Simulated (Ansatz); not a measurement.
Lu (fcc type), DFT, PBE, PAW with Ansatz's default frozen-core files, scalar-relativistic (Ansatz 0.2.0), on 1 thread of Intel(R) Xeon(R) Platinum 8488C (Sapphire Rapids) (shared host).

Command: `ansatz run input.yaml --threads 1 --pin off --max-ram 3584MiB --backend cpu --events-out ev --progress --plain --runs-dir out`

```yaml
crystal:
  lattice:
    - [0.0, 2.1716415227, 2.1716415227]
    - [2.1716415227, 0.0, 2.1716415227]
    - [2.1716415227, 2.1716415227, 0.0]
  atoms:
    - { symbol: Lu, position: [0.0, 0.0, 0.0] }
kpoints:
  mp_grid: { grid: [15, 15, 15] }
scf:
  occupations: { method: fermi_dirac, width: 0.05 }
hamiltonian:
  xc: pbe
  pseudopotentials: { kind: paw }
output:
  forces: true
  stress: true
  eigenvalues: true
  write_density: true
  write_potential: true
  elf: true
  volumetric_format: npy
relax:
  f_tol: 0.005
  max_steps: 40
  cell: { p_target: 27.0, stress_tol: 0.03 }
```

Task: How large is the problem that the program sets up?

Result: 120 irreducible k-points, 411 plane waves at Γ, 17 bands.

Task: About how long does it take?

Result: 15 s of wall time for 20 SCF iterations over 3 geometries. Times on shared machines scatter by tens of per cent.
